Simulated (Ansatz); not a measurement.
LiF, one cell by several methods

```
Li F
1.0
     0.00000    2.18257    2.18257
     2.18257    0.00000    2.18257
     2.18257    2.18257    0.00000
Li F
1 1
Direct
  0.00000 0.00000 0.00000
  0.25000 0.25000 0.25000
```

Atom numbers follow the list: Li1, F2.

The cell was built from the zincblende type and relaxed in the same program, and has space group F-43m; it needn't be a known or the stable phase.

All numbers are computed: DFT, LDA, PAW with Ansatz's default frozen-core files, scalar-relativistic (Ansatz 0.2.0); DFT, LDA, all-electron LAPW, scalar-relativistic (Ansatz 0.2.0).

For PAW: a Γ-centred 16×16×16 k mesh, Fermi–Dirac smearing of 0.03 eV, cutoff 420 eV, no spin polarisation; the PAW files were made with PBE, and the program remakes their frozen cores for this functional. LAPW targets a basis error of 0.5 meV/atom. The Ansatz runs share mesh, smearing and spin set-up. Plane-wave (PAW) pressures include the program's estimate of the Pulay term.

Stress and pressure are positive in compression.

Levels count from the top of the valence band.

```tsv
quantity	PAW	LAPW
pressure (GPa)	?	?
band gap (eV)	7.336	7.321
highest filled level at Γ (eV)	0.000	0.000
lowest empty level at Γ (eV)	7.336	7.321
highest filled level at K (eV)	-0.598	-0.599
lowest empty level at K (eV)	11.164	11.163
```

(1) What belongs in the row "pressure (GPa)", column "LAPW"?

(2) Give the missing entry: row "pressure (GPa)", column "PAW".

Answers

(1) -5.67.

(2) -5.76.
